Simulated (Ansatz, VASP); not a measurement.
# One calculation of Ag, two programs

The input INCAR:

```
SYSTEM = Ag
PREC = Accurate ; ENCUT = 520
EDIFF = 1E-6 ; ISMEAR = -1
SIGMA = 0.01 ; LREAL = .FALSE.
LASPH = .TRUE. ; NELM = 150
ALGO = Normal ; ISIF = 2
LWAVE = .FALSE. ; LCHARG = .FALSE.
MAGMOM = 0 0 0 ; LORBIT = 11
LSORBIT = .TRUE. ; GGA_COMPAT = .FALSE.
LORBMOM = .TRUE. ; LMAXMIX = 4
GGA = RE ; IVDW = 12
NBANDS = 22
```

The input KPOINTS:

```
regular mesh
0
G
  8 8 8
  0 0 0
```

The input POSCAR:

```
Ag
1.0
    0.0000000000      2.0828140930      2.0828140930
    2.0828140930      0.0000000000      2.0828140930
    2.0828140930      2.0828140930      0.0000000000
Ag
1
Direct
    0.0000000000      0.0000000000      0.0000000000
```

File input.yaml:

```yaml
crystal:
  lattice:
    - [0.0, 2.082814093, 2.082814093]
    - [2.082814093, 0.0, 2.082814093]
    - [2.082814093, 2.082814093, 0.0]
  atoms:
    - { symbol: Ag, position: [0.0, 0.0, 0.0] }
kpoints:
  mp_grid: { grid: [8, 8, 8] }
scf:
  occupations: { method: fermi_dirac, width: 0.01 }
hamiltonian:
  xc: revpbe
  dispersion: d3bj
  pseudopotentials: { kind: all_electron, lapw: { basis_error: 0.0005 } }
magnetization:
  noncollinear: true
  spin_orbit: true
output:
  forces: true
  stress: true
  eigenvalues: true
```

Change from the starting cell: volume scaled by 1.06.

Alike in both runs: task single point; functional revPBE; dispersion D3(BJ); k mesh 8 × 8 × 8; occupations fermi-dirac, width 0.01 eV; non-collinear spin, spin-orbit coupling.

```csv
,VASP,Ansatz
version,VASP 6.6.1,Ansatz 0.2.0
potentials or method,"VASP PAW PBE potentials, release 64 (Ag)","all-electron LAPW, relativistic spinors"
plane-wave cutoff (eV),520,see its input
```

|  | VASP | Ansatz | Ansatz less VASP |
| --- | --- | --- | --- |
| gap on the k mesh at the Fermi level (eV) | none | none | - |
| pressure (GPa) | -7.5 | -7.5 | -0.04 |
| net moment per atom (μB) | 0.00 | 0.00 | 0.000 |
| dispersion energy (meV/atom) | -1060.7 | -1060.9 | -0.14 |

A gap of «none» marks a metal or a gap that the smearing closes. Ansatz ran all-electron here, so the differences hold the error of VASP's frozen core and of both bases.

Caveats: the PAW data sets were made with another functional, which shifts forces and pressure a little (VASP); the k mesh is thin for a metal, which can move the energy by tens of meV per atom (Ansatz); pairwise dispersion overbinds metals, which lowers pressure and volume (Ansatz).
